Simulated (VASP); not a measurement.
# CdTe (F-43m) in VASP: a series of runs

The runs below take CdTe through relaxation of cell and atoms, with LDA.

Everything below comes from runs of VASP 6.6.1. Logs are shortened: lines on timing, memory, paths and dates and some standing lists are left out, and cuts for length are marked.

## (1) The crystal as given

Symmetry: F-43m, No. 216, cubic system. The conventional cell has a = 6.410 Å, b = 6.410 Å, c = 6.410 Å, α = 90.00°, β = 90.00°, γ = 90.00°. Cd (site symmetry -43m) has 4 Te at 2.78 Å as nearest neighbours. Te (site symmetry -43m) has 4 Cd at 2.78 Å as nearest neighbours.

## (2) Relaxation of cell and atoms, LDA

File INCAR:

```
  ALGO = Fast
  EDIFF = 1E-7
  EDIFFG = -0.002
  ENCUT = 350
  GGA = CA
  IBRION = 2
  ISIF = 3
  ISMEAR = 0
  LASPH = True
  LCHARG = False
  LREAL = False
  LWAVE = False
  NELM = 100
  NSW = 80
  PREC = Accurate
  SIGMA = 0.02
```

File KPOINTS:

```
k-points
0
Gamma
  4 4 4
```

File POSCAR:

```
CdTe
1.0
    0.0000000000      3.2050000000      3.2050000000
    3.2050000000      0.0000000000      3.2050000000
    3.2050000000      3.2050000000      0.0000000000
Cd Te
1 1
Direct
    0.0000000000      0.0000000000      0.0000000000
    0.2500000000      0.2500000000      0.2500000000
```

Potentials or basis: VASP PAW LDA potentials, release 64 (Cd, Te).

Launch:

```
> cat potpaw_LDA.64/Cd/POTCAR potpaw_LDA.64/Te/POTCAR > POTCAR
> mpirun -np 1 vasp_std > vasp.out
```

OUTCAR:

```text
EDIFF = 1E-7
   EDIFFG = -0.002
   ENCUT = 350
   GGA = CA
   IBRION = 2
   ISIF = 3
   ISMEAR = 0
   LASPH = True
   LREAL = False
   NELM = 100
   NSW = 80
   PREC = Accurate

 ion  position               nearest neighbor table
   1  0.000  0.000  0.000-   2 2.78   2 2.78   2 2.78   2 2.78
   2  0.250  0.250  0.250-   1 2.78   1 2.78   1 2.78   1 2.78

  LATTYP: Found a face centered cubic cell.
 ALAT       =     6.4100000000

  Lattice vectors:

 A1 = (   0.0000000000,   3.2050000000,   3.2050000000)
 A2 = (   3.2050000000,   0.0000000000,   3.2050000000)
 A3 = (   3.2050000000,   3.2050000000,   0.0000000000)

Analysis of symmetry for initial positions (statically):
=====================================================================
 Subroutine PRICEL returns:
 Original cell was already a primitive cell.

 Routine SETGRP: Setting up the symmetry group for a
 face centered cubic supercell.

 Subroutine GETGRP returns: Found 24 space group operations
 (whereof 24 operations were pure point group operations)
 out of a pool of 48 trial point group operations.

The static configuration has the point symmetry T_d .

Analysis of symmetry for dynamics (positions and initial velocities):
=====================================================================
 Subroutine PRICEL returns:
 Original cell was already a primitive cell.

 Routine SETGRP: Setting up the symmetry group for a
 face centered cubic supercell.

 Subroutine GETGRP returns: Found 24 space group operations
 (whereof 24 operations were pure point group operations)
 out of a pool of 48 trial point group operations.

The dynamic configuration has the point symmetry T_d .

 Subroutine INISYM returns: Found 24 space group operations
 (whereof 24 operations are pure point group operations),
 and found     1 'primitive' translations

----------------------------------------------------------------------------------------

                                     Primitive cell

  volume of cell :      65.8437

  direct lattice vectors                    reciprocal lattice vectors
     0.000000000  3.205000000  3.205000000    -0.156006240  0.156006240  0.156006240
     3.205000000  0.000000000  3.205000000     0.156006240 -0.156006240  0.156006240
     3.205000000  3.205000000  0.000000000     0.156006240  0.156006240 -0.156006240

  length of vectors
     4.532554467  4.532554467  4.532554467     0.270210734  0.270210734  0.270210734

  position of ions in fractional coordinates (direct lattice)
     0.000000000  0.000000000  0.000000000
     0.250000000  0.250000000  0.250000000

  ion indices of the primitive-cell ions
   primitive index   ion index
                 1           1
                 2           2

----------------------------------------------------------------------------------------

 KPOINTS: k-points

Automatic generation of k-mesh.
 Grid dimensions read from file:
 generate k-points for:    4    4    4

 Generating k-lattice:

  Cartesian coordinates                     Fractional coordinates (reciprocal lattice)
    -0.039001560  0.039001560  0.039001560     0.250000000  0.000000000  0.000000000
     0.039001560 -0.039001560  0.039001560     0.000000000  0.250000000  0.000000000
     0.039001560  0.039001560 -0.039001560     0.000000000  0.000000000  0.250000000

  Length of vectors
     0.067552684  0.067552684  0.067552684

  Shift w.r.t. Gamma in fractional coordinates (k-lattice)
     0.000000000  0.000000000  0.000000000

 Subroutine IBZKPT returns following result:
 ===========================================

 Found      8 irreducible k-points:

 Following reciprocal coordinates:
            Coordinates               Weight
  0.000000  0.000000  0.000000      1.000000
  0.250000  0.000000  0.000000      8.000000
  0.500000  0.000000  0.000000      4.000000
  0.250000  0.250000  0.000000      6.000000
  0.500000  0.250000  0.000000     24.000000
 -0.250000  0.250000  0.000000     12.000000
  0.500000  0.500000  0.000000      3.000000
 -0.250000  0.500000  0.250000      6.000000
   k-points           NKPTS =      8   k-points in BZ     NKDIM =      8   number of bands    NBANDS=     13
   number of dos      NEDOS =    301   number of ions     NIONS =      2
   total plane-waves  NPLWV =  21952
   dimension x,y,z NGX =    28 NGY =   28 NGZ =   28
   dimension x,y,z NGXF=    56 NGYF=   56 NGZF=   56
   ions per type =               1   1
   NGX,Y,Z   is equivalent  to a cutoff of  10.27, 10.27, 10.27 a.u.
   NGXF,Y,Z  is equivalent  to a cutoff of  20.54, 20.54, 20.54 a.u.
 SYSTEM =  unknown system
   PREC   = accura    normal or accurate (medium, high low for compatibility)
   ISTART =      0    job   : 0-new  1-cont  2-samecut
   ICHARG =      2    charge: 1-file 2-atom 10-const
   ISPIN  =      1    spin polarized calculation?
   LNONCOLLINEAR =      F non collinear calculations
   LSORBIT =      F    spin-orbit coupling
   LASPH  =      T    aspherical Exc in radial PAW
   ENCUT  =  350.0 eV  25.72 Ry    5.07 a.u.   6.91  6.91  6.91*2*pi/ulx,y,z
   NELM   =    100;   NELMIN=  2; NELMDL= -5     # of ELM steps
   EDIFF  = 0.1E-06   stopping-criterion for ELM
   LREAL  =      F    real-space projection
   EDIFFG = -.2E-02   stopping-criterion for IOM
   NSW    =     80    number of steps for IOM
   IBRION =      2    ionic relax: 0-MD 1-quasi-New 2-CG
   NFREE  =      1    steps in history (QN), initial steepest desc. (CG)
   ISIF   =      3    stress and relaxation
   ISYM   =      2    0-nonsym 1-usesym 2-fastsym
   POTIM  = 0.5000    time-step for ionic-motion
   TEBEG  =    0.0;   TEEND  =   0.0 temperature during run
   PSTRESS=    0.0 pullay stress
   NELECT =      18.0000    total number of electrons
   NUPDOWN=      -1.0000    fix difference up-down
   EMIN   =  10.00;   EMAX   =-10.00  energy-range for DOS
   EFERMI =   0.00;   METHOD = LEGACY
   ISMEAR =     0;   SIGMA  =   0.02  broadening in eV -4-tet -1-fermi 0-gaus
   EFERMI_NEDOS =   21; number of points for ismear=-14 and -15
   IALGO  =     68    algorithm
   IMIX   =      4    mixing-type and parameters
     AMIX     =   0.40;   BMIX     =  1.00
     AMIX_MAG =   1.60;   BMIX_MAG =  1.00
  volume/ion in A,a.u.               =      32.92       222.17
  Fermi-wavevector in a.u.,A,eV,Ry     =   1.062497  2.007828 15.359610  1.128899
  Thomas-Fermi vector in A             =   2.197950
   LORBIT       =      0    0 simple, 1 ext, 2 COOP (PROOUT), +10 PAW based schemes
   GGA     = CA    functional components
   LHFCALC =     F    Hartree Fock is set to
   AEXX    =    0.0000 exact exchange contribution
   IVDW    =     0    specifies the selected vdW correction
   LEPSILON=     F    determine dielectric tensor
   LRPA    =     F    only Hartree local field effects (RPA)
 conjugate gradient relaxation of ions
 non-spin polarized calculation
 RMM-DIIS sequential band-by-band and
 Gauss-broadening in eV      SIGMA  =   0.02
  energy-cutoff  :      350.00
  volume of cell :       65.84
 maximum number of plane-waves:       992
   NGX = 13   NGY = 13   NGZ = 13

--------------------------------------- Ionic step        1  -------------------------------------------

 number of electron      18.0000011 magnetization

 Free energy of the ion-electron system (eV)
  ---------------------------------------------------
  ext. energy  EPLUGINS =         0.00000000
  ---------------------------------------------------
  free energy    TOTEN  =        -5.97511300 eV

  energy without entropy =       -5.97511300  energy(sigma->0) =       -5.97511300

------------------------ aborting loop because EDIFF is reached ----------------------------------------

  FORCE on cell =-STRESS in cart. coord.  units (eV):
  Direction    XX          YY          ZZ          XY          YZ          ZX
  --------------------------------------------------------------------------------------
  -------------------------------------------------------------------------------------
  Total        0.0788135      0.0788135      0.0788135     -0.0000000      0.0000000     -0.0000000
  in kB        1.9177733      1.9177733      1.9177733     -0.0000000      0.0000000     -0.0000000
  external PRESSURE =       1.9177733 kB  Pullay stress =       0.0000000 kB

 VOLUME and BASIS-vectors are now :
 -----------------------------------------------------------------------------
  energy-cutoff  :      350.00
  volume of cell :       65.84
      direct lattice vectors                 reciprocal lattice vectors
     0.000000000  3.205000000  3.205000000    -0.156006240  0.156006240  0.156006240
     3.205000000  0.000000000  3.205000000     0.156006240 -0.156006240  0.156006240
     3.205000000  3.205000000  0.000000000     0.156006240  0.156006240 -0.156006240
[... 37 lines left out ...]
 POSITION                                       TOTAL-FORCE (eV/Angst)
 -----------------------------------------------------------------------------------
     -0.00000      3.21109      3.21109        -0.000000      0.000000      0.000000
      1.60555      1.60555      1.60555         0.000000     -0.000000     -0.000000
 -----------------------------------------------------------------------------------
    total drift:                               -0.000000     -0.000000     -0.000001

  FREE ENERGIE OF THE ION-ELECTRON SYSTEM (eV)
  ---------------------------------------------------
  free  energy   TOTEN  =        -5.9752648063 eV

  energy  without entropy=       -5.9752648063  energy(sigma->0) =       -5.97526481

--------------------------------------- Ionic step        3  -------------------------------------------

 number of electron      18.0000010 magnetization

 Free energy of the ion-electron system (eV)
  ---------------------------------------------------
  ext. energy  EPLUGINS =         0.00000000
  ---------------------------------------------------
  free energy    TOTEN  =        -5.97528437 eV

  energy without entropy =       -5.97528437  energy(sigma->0) =       -5.97528437

 E-fermi :   2.5972     XC(G=0):  -9.0632

 val. band max:        2.4567417992   @ k =   0.0000   0.0000   0.0000
 cond. band min:       3.0743914365   @ k =   0.0000   0.0000   0.0000
 fundamental gap:      0.6176496374
 Fermi energy:         2.5972200606

 k-point     1 :       0.0000    0.0000    0.0000
  band No.  band energies     occupation
      1      -8.9507      2.00000
      2      -5.9610      2.00000
      3      -5.9610      2.00000
      4      -5.9610      2.00000
      5      -5.6774      2.00000
      6      -5.6774      2.00000
      7       2.4567      2.00000
      8       2.4567      2.00000
      9       2.4567      2.00000
     10       3.0744      0.00000
     11       6.9115      0.00000
     12       6.9115      0.00000
     13       6.9115      0.00000

 k-point     2 :       0.2500    0.0000    0.0000
  band No.  band energies     occupation
      1      -8.7328      2.00000
      2      -5.9223      2.00000
      3      -5.9223      2.00000
      4      -5.7577      2.00000
      5      -5.6784      2.00000
      6      -5.6784      2.00000
      7      -0.4279      2.00000
      8       1.9924      2.00000
      9       1.9924      2.00000
     10       4.3127      0.00000
     11       7.4838      0.00000
[... 118 lines left out ...]
 POSITION                                       TOTAL-FORCE (eV/Angst)
 -----------------------------------------------------------------------------------
      0.00000      0.00000      0.00000         0.000000      0.000000      0.000000
      1.60480      1.60480      1.60480        -0.000000     -0.000000     -0.000000
 -----------------------------------------------------------------------------------
    total drift:                               -0.000000     -0.000000     -0.000001

  FREE ENERGIE OF THE ION-ELECTRON SYSTEM (eV)
  ---------------------------------------------------
  free  energy   TOTEN  =        -5.9752843662 eV

  energy  without entropy=       -5.9752843662  energy(sigma->0) =       -5.97528437

 reached required accuracy - stopping structural energy minimisation
```

Wall time 5.4 s (1 thread of Intel Xeon 6975P-C (Granite Rapids), shared host); peak memory 0.13 GiB.

What came out:

```
Free energy                            : -5.9753 eV
Relaxed volume                         : 33.06 Å³/atom
Relaxed cell                           : a = 4.539 Å, b = 4.539 Å, c = 4.539 Å, α = 60.00°, β = 60.00°, γ = 60.00°
Space group after relaxing (to 0.05 Å) : F-43m (No. 216)
Energy gained by relaxing              : 0.1 meV/atom
Ionic steps                            : 3
Pressure after relaxing                : 0.0 GPa
Band gap on the k mesh                 : 0.62 eV, direct
```

The path:
```
step  energy change (eV)  largest force (eV/Å)  pressure (GPa)  volume (Å³)
   1              0.0000                0.0000            0.19        65.84
   2             -0.0002                0.0000           -0.06        66.22
   3             -0.0002                0.0000            0.01        66.13
```

Final structure:
```
Cd Te
1.0
     0.00000    3.20959    3.20959
     3.20959    0.00000    3.20959
     3.20959    3.20959    0.00000
Cd Te
1 1
Direct
  0.00000 0.00000 0.00000
  0.25000 0.25000 0.25000
```

Levels at points of the mesh, in eV from the valence-band top:
| k point | band 6 | band 7 | band 8 | band 9 | band 10 | band 11 | band 12 | band 13 |
| --- | --- | --- | --- | --- | --- | --- | --- | --- |
| (0.00, 0.00, 0.00) | -8.13 | 0.00 | 0.00 | 0.00 | 0.62 | 4.45 | 4.45 | 4.45 |
| (0.50, 0.00, 0.00) | -7.76 | -4.68 | -0.83 | -0.83 | 1.66 | 5.06 | 5.06 | 6.86 |
| (0.50, 0.50, 0.00) | -7.61 | -4.54 | -2.00 | -2.00 | 2.35 | 2.52 | 8.79 | 9.11 |

Caveat: the k mesh is coarse (spacing up to 0.42 Å⁻¹), so the values aren't converged; spin-orbit coupling is left out, which moves the levels of the heavy elements.

## (3) Relaxation of cell and atoms, LDA

This run uses another cell than the first one, of 33.06 Å³/atom, 1.004 times its volume.

INCAR is that of step 2.

KPOINTS is that of step 2.

File POSCAR:

```
CdTe                                    
1.0
   -0.0000000000      3.2095941037      3.2095941037
    3.2095941037      0.0000000000      3.2095941037
    3.2095941037      3.2095941037     -0.0000000000
  Cd              Te            
     1     1
Direct
     0.0000000000000000    0.0000000000000000    0.0000000000000000
     0.2500000000000000    0.2500000000000000    0.2500000000000000
```

Potentials or basis: VASP PAW LDA potentials, release 64 (Cd, Te).

Launch:

```
> cat potpaw_LDA.64/Cd/POTCAR potpaw_LDA.64/Te/POTCAR > POTCAR
> mpirun -np 1 vasp_std > vasp.out
```

Run time: 5.2 s. Hardware: 1 thread of Intel Xeon 6975P-C (Granite Rapids), shared host; peak memory 0.14 GiB.

It converged, with:

- Free energy: -5.9758 eV
- Relaxed volume: 33.05 Å³/atom
- Relaxed cell: a = 4.539 Å, b = 4.539 Å, c = 4.539 Å, α = 60.00°, β = 60.00°, γ = 60.00°
- Space group after relaxing (to 0.05 Å): F-43m (No. 216)
- Energy gained by relaxing: 0.0 meV/atom
- Ionic steps: 4
- Pressure after relaxing: 0.0 GPa
- Band gap on the k mesh: 0.62 eV, direct

Final structure:
```cif
data_structure
_symmetry_space_group_name_H-M 'P 1'
_symmetry_Int_Tables_number 1
_cell_length_a 4.5386
_cell_length_b 4.5386
_cell_length_c 4.5386
_cell_angle_alpha 60.000
_cell_angle_beta 60.000
_cell_angle_gamma 60.000
_cell_volume 66.11
loop_
_atom_site_label
_atom_site_type_symbol
_atom_site_fract_x
_atom_site_fract_y
_atom_site_fract_z
_atom_site_occupancy
Cd1 Cd 0.00000 0.00000 0.00000 1
Te1 Te 0.25000 0.25000 0.25000 1
```

Levels at points of the mesh, in eV from the valence-band top:
| k point | band 5 | band 6 | band 7 | band 8 | band 9 | band 10 | band 11 | band 12 | band 13 |
| --- | --- | --- | --- | --- | --- | --- | --- | --- | --- |
| (0.00, 0.00, 0.00) | -8.13 | -8.13 | 0.00 | 0.00 | 0.00 | 0.62 | 4.45 | 4.45 | 4.45 |
| (0.50, 0.00, 0.00) | -8.13 | -7.76 | -4.69 | -0.83 | -0.83 | 1.66 | 5.06 | 5.06 | 6.86 |
| (0.50, 0.50, 0.00) | -8.10 | -7.61 | -4.54 | -2.00 | -2.00 | 2.35 | 2.52 | 8.79 | 9.11 |

Caveat: the k mesh is coarse (spacing up to 0.42 Å⁻¹), so the values aren't converged; spin-orbit coupling is left out, which moves the levels of the heavy elements.
